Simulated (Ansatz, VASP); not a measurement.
**C31N (substitutional N in diamond) in two plane-wave programs**

One calculation is typed for both programs; each brings its own data sets. How far apart do they land? The cell is taken from a series of runs on this material, whose earlier steps may have relaxed, scaled, displaced or heated it; both programs get it as it stands.

Main program and level: Ansatz 0.2.0; plane waves, with VASP 6.6.1 beside it; single point at HSE06.

## Step 1: Starting point

The cell holds 32 atoms: 31 C and 1 N. Its edges and angles: a = 6.186 Å, b = 6.186 Å, c = 6.186 Å, α = 109.5°, β = 109.5°, γ = 109.5°. It derives from C (C (Fd-3m)). Nearest the centre at fractional (0.500, 0.500, 0.500): N32 at 0.01 Å, C31 at 1.55 Å, C26 at 1.56 Å, C22 at 1.56 Å, C25 at 1.56 Å, C12 at 2.51 Å, C4 at 2.51 Å, C15 at 2.52 Å. The cell carries charge +1.

## Step 2: VASP: single point, HSE06

With cell and atoms fixed, the geometry can't cause a difference; cores, projectors, grids and the points listed under the comparison can.

Lines of VASP's logs that name or quote its potential files are left out, and so is its time.

The run reads the wave functions of an earlier VASP run, which isn't shown here.

File INCAR:

```
SYSTEM = C31N
PREC = Accurate
ENCUT = 520
EDIFF = 1E-06
NELM = 100
ISMEAR = -1
SIGMA = 0.01
LREAL = Auto
ALGO = Normal
LHFCALC = .TRUE.
AEXX = 0.25
GGA = PE
HFSCREEN = 0.208
LASPH = .TRUE.
NELECT = 128
NBANDS = 86
PRECFOCK = Fast
LORBIT = 11
LWAVE = .FALSE.
LCHARG = .FALSE.
ISIF = 2
```

File POSCAR:

```
C31N
1.0
   -3.5715817551      3.5715817551      3.5715817551
    3.5715817551     -3.5715817551      3.5715817551
    3.5715817551      3.5715817551     -3.5715817551
C N
31 1
Direct
    0.9979862569      0.9979049369      0.4986046265
    0.9985232911      0.2472122996      0.2479116156
    0.9979892159      0.4979144817      0.9986015277
    0.9974408259      0.7466720392      0.7473688180
    0.2472915090      0.9984447067      0.2479105954
    0.2472995362      0.2472167383      0.9991459133
    0.2492199128      0.4979011221      0.7492866264
    0.2492220924      0.7485939940      0.4986015452
    0.4979890718      0.9979090116      0.9985983547
    0.4979814357      0.2491405342      0.7492845187
    0.4979837711      0.7485912362      0.2498312039
    0.7467478196      0.9973562073      0.7473636864
    0.7486659217      0.2491389088      0.4985990806
    0.7486688108      0.4979048481      0.2498330030
    0.7467575015      0.7466756395      0.9980524775
    0.9979743097      0.9978964011      0.2484019074
    0.9979729810      0.2477059826      0.9985895964
    0.9979997489      0.4979089654      0.7484054278
    0.9979972339      0.7477101152      0.4986030252
    0.2477850054      0.9978932441      0.9985900123
    0.2481761692      0.2480945414      0.7488061037
    0.2460093335      0.4979008155      0.4985971186
    0.2481795504      0.7481130587      0.2487968861
    0.4979822219      0.9979198638      0.7484024847
    0.4979794647      0.2459316387      0.4985960393
    0.4979839293      0.4979064133      0.2466291040
    0.4979900097      0.7477145634      0.9986117141
    0.7477882550      0.9979168850      0.4985992693
    0.7481858576      0.2480984450      0.2487948599
    0.7477911761      0.4979084029      0.9986117681
    0.7499611649      0.7498767980      0.7505721531
    0.4979847446      0.4979028723      0.4985969073
```

File KPOINTS:

```
Automatic mesh
0
Gamma
1 1 1
0 0 0
```

The projector-augmented-wave data sets are C and N (PBE family, release 64).

Launch:

```console
$ export OMP_NUM_THREADS=3
$ mpirun -np 1 vasp_gam
```

Numbers of over 12 decimals in the logs are rounded to 6 here.

The program printed:

```text
[banner, memory and clock lines left out]
running    1 mpi-ranks, on    1 nodes
[...]
Offloading initialized ...    1 GPUs detected
[...]
LDA part: xc-table for (Slater+PW92), standard interpolation
 found WAVECAR, reading the header
 POSCAR, INCAR and KPOINTS ok, starting setup
[...]
reading WAVECAR
 the WAVECAR file was read successfully
 initial charge from wavefunction
 entering main loop
       N       E                     dE             d eps       ncg     rms          rms(c)
DAV:   1    -0.343077387485E+03   -0.34308E+03   -0.41897E+00   184   0.790E+00    0.303E+00
DAV:   2    -0.343084727141E+03   -0.73397E-02   -0.60286E-02   208   0.905E-01    0.174E+00
DAV:   3    -0.343073921425E+03    0.10806E-01   -0.67915E-03   202   0.302E-01    0.948E-01
DAV:   4    -0.343070947603E+03    0.29738E-02   -0.25320E-03   194   0.184E-01    0.498E-01
[...]
DAV:   8    -0.343069875029E+03    0.16134E-04   -0.94267E-06   186   0.123E-02    0.403E-02
DAV:   9    -0.343069870814E+03    0.42151E-05   -0.22456E-06   128   0.639E-03    0.225E-02
DAV:  10    -0.343069869973E+03    0.84077E-06   -0.88192E-07   114   0.438E-03
   1 F= -.34306987E+03 E0= -.34306987E+03  d E =-.190021E-14
```

OUTCAR, selected parts (step 2):

```text
  Total      -23.3581733    -23.3208403    -23.2835074      0.0293178      0.0361527      0.0327353
  in kB     -205.3561344   -205.0279171   -204.6996997      0.2577511      0.3178410      0.2877962
  external PRESSURE =    -205.0279171 kB  Pullay stress =       0.0000000 kB

 POSITION                                       TOTAL-FORCE (eV/Angst)
 -----------------------------------------------------------------------------------
      1.78052      1.78110      5.34768        -0.000923     -0.000954      0.000327
     -1.79793      3.56881      3.56381         0.008128     -0.008306     -0.008296
      1.78053      5.35264      1.77616        -0.000744      0.000169     -0.000910
      1.77365      3.56493      3.55995         0.005560      0.006626      0.006270
      3.56824     -1.79737      3.56382        -0.008144      0.006783     -0.007791
      3.56824      3.56883     -1.80233        -0.007640     -0.007629      0.005438
      3.56432      1.78795     -0.00773         0.008804     -0.009228     -0.007807
      3.56434     -0.00275      1.78299         0.008531     -0.008369     -0.009521
      5.35208      1.78107      1.77615         0.000010     -0.000700     -0.000731
      1.78738      3.56489     -0.00772        -0.008550      0.009447     -0.007505
      1.78736     -0.00277      3.55995        -0.008357     -0.007498      0.009308
      3.56434      1.77420      3.55994         0.006577      0.005119      0.006132
     -0.00331      3.56489      1.78295        -0.008362      0.008392     -0.009329
     -0.00332      1.78792      3.55994        -0.008060     -0.008651      0.009035
[...]
-----------------------------------------------------------------------------------
    total drift:                               -0.043477     -0.048612     -0.054481

  FREE ENERGIE OF THE ION-ELECTRON SYSTEM (eV)
  ---------------------------------------------------
  free  energy   TOTEN  =      -343.0698699731 eV

  energy  without entropy=     -343.0698699731  energy(sigma->0) =     -343.06986997

[... 3 further parts left out ...]
[key lines of the parts left out:]
E-fermi :   9.1474
```

The run ends at a pressure of -20.50 GPa, with forces up to 0.13 eV/Å.

(Continued in part 2 of 2.)

[Lines on the potential files, build, host, timing and source positions are cut from VASP's logs without a mark.]

[Logs are printed without paths, hosts, clocks, repeated set-up lines and the standing remarks that a program may print on its own settings, such as how far it seeks lower states.]

[Hosts, paths, dates, database ids (printed as entryN), source tags and the programs' standing remarks are cut or masked in the printed files.]
